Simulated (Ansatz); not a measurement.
## Relativistic treatment of NaI

```
Na I
1.0
     0.00000    3.23640    3.23640
     3.23640    0.00000    3.23640
     3.23640    3.23640    0.00000
Na I
1 1
Cartesian
  0.0000 0.0000 0.0000
  3.2364 3.2364 3.2364
```

Atom numbers follow the list: Na1, I2.

The cell is COD entry 9008681, as deposited and not checked against the literature; nothing was relaxed.

One fixed cell is solved with PBE by PAW (frozen-core files) in Ansatz 0.2.0 under different relativistic treatments. Pressure is positive in compression.

Settings: a Γ-centred 7×7×7 k mesh, Fermi–Dirac smearing of 0.01 eV, cutoff 420 eV, no spin polarisation.

```csv
setting,P (GPa),gap over the k mesh and a high-symmetry path (eV),"lowest level at Γ above −25 eV, from the valence-band top or, without a gap, the Fermi level (eV)"
scalar-relativistic,0.42,?,?
with spin–orbit coupling,0.44,3.31,-22.89
```

Problem. Fill in "lowest level at Γ above −25 eV, from the valence-band top or, without a gap, the Fermi level (eV)" for the row "scalar-relativistic".

Solution. -22.44.

Problem. What belongs in the row "scalar-relativistic", column "gap over the k mesh and a high-symmetry path (eV)"?

Solution. 3.64.
